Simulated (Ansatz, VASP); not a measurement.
# Cross-check of SnSe2 between VASP and Ansatz, part 2 of 2

Wanted: the spread between two codes on one cell, functional and k mesh. The cell is taken from a series of runs on this material, whose earlier steps may have relaxed, scaled, displaced or heated it; both programs get it as it stands.

VASP 6.6.1 and Ansatz 0.2.0.

So far: Set-up; VASP: single point, PBE, spin-orbit coupling.

**3. Ansatz: single point, PBE, spin-orbit coupling**

Level of this step: Ansatz beside VASP: Kohn-Sham DFT, plane waves, PBE, spin-orbit coupling (Ansatz).

Ansatz runs on its PAW fully relativistic soft_1 files.

The same cell, functional, mesh and smearing now go to Ansatz, which takes its cutoff from its data sets.

Input file input.yaml:

```yaml
crystal:
  lattice:
    - [3.8397906219, 0.0, 0.0]
    - [-1.9198953109, 3.3253562237, 0.0]
    - [0.0, 0.0, 53.5]
  atoms:
    - { symbol: Se, position: [0.3333333333, 0.6666666667, 0.3582045063] }
    - { symbol: Sn, position: [0.0, 0.0, 0.3879861572] }
    - { symbol: Se, position: [0.6666666667, 0.3333333333, 0.4177714918] }
    - { symbol: Se, position: [0.3333333333, 0.6666666667, 0.4702486974] }
    - { symbol: Sn, position: [0.0, 0.0, 0.5] }
    - { symbol: Se, position: [0.6666666667, 0.3333333333, 0.5297513026] }
    - { symbol: Se, position: [0.3333333333, 0.6666666667, 0.5822285082] }
    - { symbol: Sn, position: [0.0, 0.0, 0.6120138428] }
    - { symbol: Se, position: [0.6666666667, 0.3333333333, 0.6417954937] }
  periodic: [true, true, false]
kpoints:
  mp_grid: { grid: [6, 6, 1] }
  band_path:
    path:
      - [0.0, 0.0, 0.0]
      - [0.5, 0.0, 0.0]
      - [0.3333333333, 0.3333333333, 0.0]
      - [0.1, 0.1, 0.0]
      - [0.45, 0.0, 0.0]
    npoints: 1
hamiltonian:
  xc: pbe
  pseudopotentials: { kind: paw_fr, azcp: { folder: soft_1 } }
scf:
  occupations: { method: fermi_dirac, width: 0.02 }
  n_extra_bands: 14
magnetization:
  noncollinear: true
  spin_orbit: true
output:
  eigenvalues: true
  forces: true
  stress: true
  write_density: true
  write_potential: true
  elf: true
  volumetric_format: npy
```

On the command line:

```sh
$ ansatz run input.yaml --threads 2 --pin off --max-ram 92160MiB --backend cuda --events-out ev --progress --plain --runs-dir out --devices 1 --max-vram 13GiB
```

Numbers of over 12 decimals in the logs are rounded to 6 here.

The program printed:

```text
scf.n_extra_bands = 14 over 138 filled bands (N_el = 138.0): the run solves 152 bands
GPUs: using 1 of 1 available (devices: 1).
Engine: ansatz 0.2.0, x86_64-unknown-linux-gnu
Pseudopotentials: kind: paw_fr
Pseudopotential: Se, paw, valence charge 16, recommended cutoff 420 eV (normal), soft_1/Se.paw.azcp
Pseudopotential: Sn, paw, valence charge 14, recommended cutoff 420 eV (normal), soft_1/Sn.paw.azcp
Functional definition: PBE
  parameter kappa = 0.804
  parameter beta = 0.066725
  exchange = pbe_x(kappa = kappa, mu = beta*pi^2/3)
  correlation = pbe_c(beta = beta)
non-collinear run that drives no moment, with spin-orbit: no starting moment large enough to seed its density (crystal.atoms[].spin), no starting occupations that ask for one, no magnetisation constraint and no magnetic field, so the semilocal B_xc is pinned to zero
device memory: the entry about to start is reckoned to put 7.3 GiB on a device that reports 52.2 GiB free (of which the cap on the GPU budget leaves the run 13.0 GiB)
GPU FFT provider: cuFFT
GPU libraries: cuBLAS 13.8.2, cuFFT 12.4.0, cuSOLVER 12.3.4
Crystal: 9 atoms, lattice volume = 683.124 Å³
Basis set: ecut = 420 eV, 13319 PW (Γ), exchange–correlation on 54×54×720 points (8 copies of the dense FFT grid, shifted against one another)
Bands: 152, of which v1, the nominal top of the filled ones, is band 138 counted from 1 (137 counted from 0)
Symmetry: 12 space group operations + 12 with time reversal
Magnetic group: BNS 164.86 (UNI 1316), of the structure as read, at distance tolerance 8.8e-5 Å
k-points: 7 of 36
Projection manifold: j_resolved (fully-relativistic pseudo-atomic orbitals)
Non-local potential: Se, projectors of the file, resolved by j, l = 0: 2, l = 1: 4, l = 2: 6, l = 3: 2
Non-local potential: Sn, projectors of the file, resolved by j, l = 0: 2, l = 1: 4, l = 2: 4, l = 3: 2
PAW form: soft (Blöchl's): semilocal exchange-correlation on the pseudo side does not see the compensation charge
PAW one-centre angular grid: Se, 590 points (default); XC on 96 Gauss nodes
PAW one-centre angular grid: Sn, 590 points (default); XC on 96 Gauss nodes
Initial density: superposition of atomic densities (neutral atoms: chi_scale 0, normalization atom)
Initial wavefunctions: pseudopotential atomic-orbital guess
GPU buffer pool allocated for 262440 grid points (all kernels)
GPU transforms: local potential and band sums: pruned to the plane-wave sphere, on 25×25×360
Functional: x = pbe(κ = 0.804, μ = 0.219515), c = pbe(β = 0.066725)
iter 1 solved again at ethr=2.18e-3 eV; its pass at ethr=3.10e-3 eV (dr2=3.00e0 eV) is discarded
SCF iter   1: F=—  HF=-50898.483579 eV  |F-HF|=—  |Δ(HF+E_count)|=         —  Δρ=1.71e-2  dr2=2.98e0  dr2_m=0.00e0 (ungated)  ethr=2.18e-3  |M|=0.00e0 ∫|m|=0.00e0 μB  |m|>n=0.0e0 m-floor=0.0e0 τ_xc=0.0e0  β_m=0.30  ⟨swp⟩=1.4  Hψ=3868  notcnv=0
preconditioner: auto → Resta (q_TF=auto, 2.090 Å⁻¹)  ε∞=1.8  [insulator: Δε(μ)=0.913 eV  Ē_g=14.212 eV  σ=0.020 eV  W_gap=1.00  n_scr=124 (ndim 8)  ℏωp=12.5 eV  f_vac=0.653  D(μ)=0.00/eV (n_scr^D=0)  ε∞_Penn≈1.8  vacuum switching on, ρ_ref=1.5e-2 e/Å³]
spin=Noncollinear: Resta preconditioning applied to the charge; magnetization (m_x, m_y, m_z) channels mix plain (no charge-response kernel on spin).
SCF iter   2: F=—  HF=-50897.851978 eV  |F-HF|=—  |Δ(HF+E_count)|=   6.32e-1  Δρ=1.06e-2  dr2=8.23e-1  dr2_m=0.00e0 (ungated)  ethr=2.16e-3  |M|=0.00e0 ∫|m|=0.00e0 μB  |m|>n=0.0e0 m-floor=0.0e0 τ_xc=0.0e0  β_m=0.45  ⟨swp⟩=3.1  Hψ=756  notcnv=0
SCF iter   3: F=—  HF=-50897.713974 eV  |F-HF|=—  |Δ(HF+E_count)|=   1.38e-1  Δρ=4.10e-3  dr2=8.14e-2  dr2_m=0.00e0 (ungated)  ethr=5.96e-4  |M|=0.00e0 ∫|m|=0.00e0 μB  |m|>n=0.0e0 m-floor=0.0e0 τ_xc=0.0e0  β_m=0.54  ⟨swp⟩=3.1  Hψ=1002  notcnv=0  defer=50
SCF iter   4: F=—  HF=-50897.728862 eV  |F-HF|=—  |Δ(HF+E_count)|=   1.49e-2  Δρ=1.53e-3  dr2=1.21e-1  dr2_m=0.00e0 (ungated)  ethr=5.90e-5  |M|=0.00e0 ∫|m|=0.00e0 μB  |m|>n=0.0e0 m-floor=0.0e0 τ_xc=0.0e0  β_m=0.54  ⟨swp⟩=3.1  Hψ=832  notcnv=0  defer=50
SCF iter   5: F=—  HF=-50897.724765 eV  |F-HF|=—  |Δ(HF+E_count)|=   4.10e-3  Δρ=9.25e-4  dr2=5.40e-2  dr2_m=0.00e0 (ungated)  ethr=5.90e-5  |M|=0.00e0 ∫|m|=0.00e0 μB  |m|>n=0.0e0 m-floor=0.0e0 τ_xc=0.0e0  β_m=0.46  ⟨swp⟩=3.1  Hψ=647  notcnv=0  defer=50
SCF iter   6: F=—  HF=-50897.720985 eV  |F-HF|=—  |Δ(HF+E_count)|=   3.78e-3  Δρ=3.77e-4  dr2=7.62e-3  dr2_m=0.00e0 (ungated)  ethr=3.91e-5  |M|=0.00e0 ∫|m|=0.00e0 μB  |m|>n=0.0e0 m-floor=0.0e0 τ_xc=0.0e0  β_m=0.60  ⟨swp⟩=2.0  Hψ=735  notcnv=0  defer=50
SCF iter   7: F=—  HF=-50897.720834 eV  |F-HF|=—  |Δ(HF+E_count)|=   1.51e-4  Δρ=8.63e-5  dr2=2.51e-4  dr2_m=0.00e0 (ungated)  ethr=5.52e-6  |M|=0.00e0 ∫|m|=0.00e0 μB  |m|>n=0.0e0 m-floor=0.0e0 τ_xc=0.0e0  β_m=0.67  ⟨swp⟩=2.1  Hψ=659  notcnv=0  defer=50
[...]
NSCF: frozen V_eff on 5 k-points
SCF converged after 11 iterations
Magnetization: |M| = 0.0000 μB,  M = (+0.0000, +0.0000, +0.0000) μB
Absolute magnetization: 0.0000 μB (∫|m|)
  site 0: m = (+0.0000, +0.0000, +0.0000) μB, |m| = 0.0000 μB  (R = 1.13 Å)
  site 1: m = (+0.0000, +0.0000, +0.0000) μB, |m| = 0.0000 μB  (R = 1.13 Å)
  site 2: m = (+0.0000, +0.0000, +0.0000) μB, |m| = 0.0000 μB  (R = 1.13 Å)
  site 3: m = (+0.0000, +0.0000, +0.0000) μB, |m| = 0.0000 μB  (R = 1.13 Å)
  site 4: m = (+0.0000, +0.0000, +0.0000) μB, |m| = 0.0000 μB  (R = 1.13 Å)
  site 5: m = (+0.0000, +0.0000, +0.0000) μB, |m| = 0.0000 μB  (R = 1.13 Å)
  site 6: m = (+0.0000, +0.0000, +0.0000) μB, |m| = 0.0000 μB  (R = 1.13 Å)
  site 7: m = (+0.0000, +0.0000, +0.0000) μB, |m| = 0.0000 μB  (R = 1.13 Å)
  site 8: m = (+0.0000, +0.0000, +0.0000) μB, |m| = 0.0000 μB  (R = 1.13 Å)
Free energy (F): -50897.720953 eV
Harris-Foulkes:  -50897.720953 eV  (|F-HF|=5.82e-10)
Internal energy: -50897.720953 eV  (E = F + TS)
E sigma→0 (E₀):  -50897.720953 eV
Entropy (-TS):   -0.000000 eV (-0.000 meV/atom)
Fermi energy:    -5.532337 eV
--- Per-component energies (eV) ---
  E_band       = -4501.112142
  E_kinetic    = 1169.191562
  E_local      = -1032099.646049  (includes V_loc(G=0)·N_el)
  E_nonlocal   = -1687.108558
  E_hartree    = 515505.262268
  E_xc         = -886.112891
  E_vxc        = -780.685073  (∫ρ·V_xc dr)
  E_paw        = -25906.355336  (= ΣΔE_a)
  E_vpaw       = -2113.354255  (= ΣTr[D̂ρ^β])
  E_aug_tail   = -0.001398  (compensation charges beyond the density's cutoff)
  E_ewald      = 493007.049449
  E_smearing   = -0.000000  (= −TS)
  E_closure    = -0.000000  (closes the sum)
  Σ components = -50897.720953   (vs F -50897.720953, Δ=0.00e0)
--- Forces (eV/Å), atoms counted from 1 ---
  atom   1  Se     0.00000000    -0.00000000    -0.10207887
  atom   2  Sn     0.00000000     0.00000000    -0.06749557
  atom   3  Se    -0.00000000     0.00000000    -0.02121284
  atom   4  Se     0.00000000    -0.00000000     0.00293420
  atom   5  Sn     0.00000000    -0.00000000     0.00000000
  atom   6  Se    -0.00000000     0.00000000    -0.00293420
  atom   7  Se     0.00000000    -0.00000000     0.02121284
  atom   8  Sn    -0.00000000    -0.00000000     0.06749557
  atom   9  Se    -0.00000000     0.00000000     0.10207887
  max |Σ_I F_I| component: 1.39e-17 eV/Å
--- 2D stress c σ (N/m, compression-positive) ---
        3.901462      -0.000000       0.000000
        0.000000       3.901462       0.000000
        0.000000       0.000000       0.000000
  P = ½ c Tr σ = 3.9015 N/m
--- Band table (eV; the first three rows and the last of 7) ---
  k-point 0: bands = [... 134 lower, -5.9660, -5.9660, -5.9055, -5.9055, -4.7841, -4.7841, -4.1555, -4.1555, ... 10 higher]
  k-point 1: bands = [... 134 lower, -6.0109, -6.0109, -5.8519, -5.8519, -4.0144, -4.0144, -3.7929, -3.7929, ... 10 higher]
  k-point 2: bands = [... 134 lower, -6.2021, -6.2021, -6.0408, -6.0408, -4.9559, -4.9559, -4.6173, -4.6173, ... 10 higher]
  k-point 6: bands = [... 134 lower, -6.3846, -6.3846, -6.2972, -6.2972, -4.7560, -4.7560, -4.2380, -4.2380, ... 10 higher]
```

The column dr2 measures how far the density is from self-consistency, as an energy; F and HF (Harris–Foulkes) agree once it is small.

**4. Comparison**

Known differences besides the potentials themselves: spin-orbit coupling enters by fully relativistic files in Ansatz and inside the spheres in VASP; Ansatz cuts the interaction across the vacuum, VASP repeats the sheet with a dipole correction (LDIPOL); the data sets hold 138 valence electrons in Ansatz (on its PAW fully relativistic soft_1 files) and 78 in VASP; the cutoff is 420 eV in Ansatz and 400 eV in VASP. Total energies have different zeros and are not compared.

Compared:

| quantity | Ansatz | VASP | difference |
| --- | --- | --- | --- |
| gap on the k mesh (eV) | 0.626 | 0.624 | +0.002 |

Forces (eV/Å; atoms numbered as in POSCAR):

| atom | Ansatz x, y, z | VASP x, y, z |
| --- | --- | --- |
| Se1 | 0.000, 0.000, -0.102 | 0.000, 0.000, -0.120 |
| Se2 | 0.000, 0.000, -0.021 | 0.000, 0.000, -0.004 |
| Se3 | 0.000, 0.000, 0.003 | 0.000, 0.000, -0.014 |
| Se4 | 0.000, 0.000, -0.003 | 0.000, 0.000, 0.014 |
| Se5 | 0.000, 0.000, 0.021 | 0.000, 0.000, 0.004 |
| Se6 | 0.000, 0.000, 0.102 | 0.000, 0.000, 0.120 |
| Sn7 | 0.000, 0.000, -0.067 | 0.000, 0.000, -0.066 |
| Sn8 | 0.000, 0.000, 0.000 | 0.000, 0.000, 0.000 |
| Sn9 | 0.000, 0.000, 0.067 | 0.000, 0.000, 0.066 |

The forces differ by 8.3 meV/Å r.m.s., which is 22.2 % of the r.m.s. force of 0.038 eV/Å (both taken over all components). A gap on the mesh is an upper bound, since the band edges may lie between its points. Where the cell holds vacuum, a pressure given here is an average over it and none of the material.

**5. Outcome**

```json
{
 "r.m.s. force difference (single point, PBE, spin-orbit coupling)": "8.3 meV/Å"
}
```

What this shows: The r.m.s. force difference is 8.3 meV/Å (single point, PBE, spin-orbit coupling), within the 12 meV/Å picked in this series as the mark of a large difference. The data sets hold unlike numbers of valence electrons (138 in Ansatz and 78 in VASP), so part of the differences may come from the potentials. How closely two codes agree says nothing of how well the functional describes the real material.

[Lines on the potential files, build, host, timing and source positions are cut from VASP's logs without a mark.]

[Logs are printed without paths, hosts, clocks, repeated set-up lines and the standing remarks that a program may print on its own settings, such as how far it seeks lower states.]

[Hosts, paths, dates, database ids (printed as entryN), source tags and the programs' standing remarks are cut or masked in the printed files.]
